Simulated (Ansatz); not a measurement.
# Zr: strong compression

Aim: compress Zr (simple hexagonal type) step by step, far beyond the usual range, and follow pressure and electronic structure. Methods of the runs shown: PAW.

Method: DFT PBE, with the methods named in each step, in Ansatz 0.2.0.

### 1 The structure to begin with

The structure is hexagonal, space group P6/mmm (No. 191). The conventional cell has a = 3.104 Å, b = 3.104 Å, c = 2.917 Å, α = 90.00°, β = 90.00°, γ = 120.00°. Around Zr (site symmetry 6/mmm) lie 8 Zr at 2.92 to 3.10 Å.

Structure file:

```xyz
1
Lattice="3.1037 0.0000 0.0000 -1.5518 2.6879 0.0000 0.0000 0.0000 2.9175" Properties=species:S:1:pos:R:3 pbc="T T T"
Zr    0.0000    0.0000    0.0000
```

Whether this phase is the stable one at these pressures isn't tested.

### 2 Cell relaxed at zero pressure, PAW

File input.yaml:

```yaml
crystal:
  lattice:
    - [3.1036728918, 0.0, 0.0]
    - [-1.5518364459, 2.6878595693, 0.0]
    - [0.0, 0.0, 2.9174525183]
  atoms:
    - { symbol: Zr, position: [0.0, 0.0, 0.0] }
kpoints:
  mp_grid: { grid: [16, 16, 14] }
scf:
  occupations: { method: fermi_dirac, width: 0.1 }
hamiltonian:
  xc: pbe
  pseudopotentials: { kind: paw }
output:
  forces: true
  stress: true
  write_density: true
  write_potential: true
  elf: true
  volumetric_format: npy
relax:
  f_tol: 0.005
  max_steps: 40
  cell: {}
```

On the command line:

```bash
$ ansatz run input.yaml --threads 1 --pin off --max-ram 2048MiB --backend cpu --events-out ev --progress --plain --runs-dir out
```

The runs that follow: Volume scaled by 1, PAW; Shape and atoms relaxed at 0.92 of the volume, PAW; Volume scaled by 0.92, PAW; Shape and atoms relaxed at 0.84 of the volume, PAW; Volume scaled by 0.84, PAW; Volume scaled by 0.84, PAW (partial_waves polarizable); Shape and atoms relaxed at 0.76 of the volume, PAW; Volume scaled by 0.76, PAW; Shape and atoms relaxed at 0.68 of the volume, PAW; Volume scaled by 0.68, PAW; Shape and atoms relaxed at 0.6 of the volume, PAW; Volume scaled by 0.6, PAW; Shape and atoms relaxed at 0.52 of the volume, PAW; Volume scaled by 0.52, PAW; Shape and atoms relaxed at 0.45 of the volume, PAW; Volume scaled by 0.45, PAW; Volume scaled by 0.45, PAW (level accurate).

Q: Predict the outcome of this session. Wanted: PAW pressure at 0.45 of the volume; PAW; fitted bulk modulus at zero pressure.

As calculated:

```
                                           quantity      value
                 PAW pressure at 0.45 of the volume  282.5 GPa
PAW (level accurate) pressure at 0.45 of the volume  282.7 GPa
         fitted bulk modulus at zero pressure (PAW)     73 GPa
                            its pressure derivative       3.91
```

What this shows: At 0.45 of the starting volume PAW gives 282 GPa. A third-order Birch-Murnaghan curve fits the range only roughly (B₀ = 73 GPa, B′ = 3.91, misfit at most 1.42 GPa). A fit over so wide a range leans to the high pressures, so B₀ can be off by several per cent. No all-electron run checks these rows here, and frozen cores can fail under such compression. The ions are at rest, and the electrons smeared by 0.1 eV.
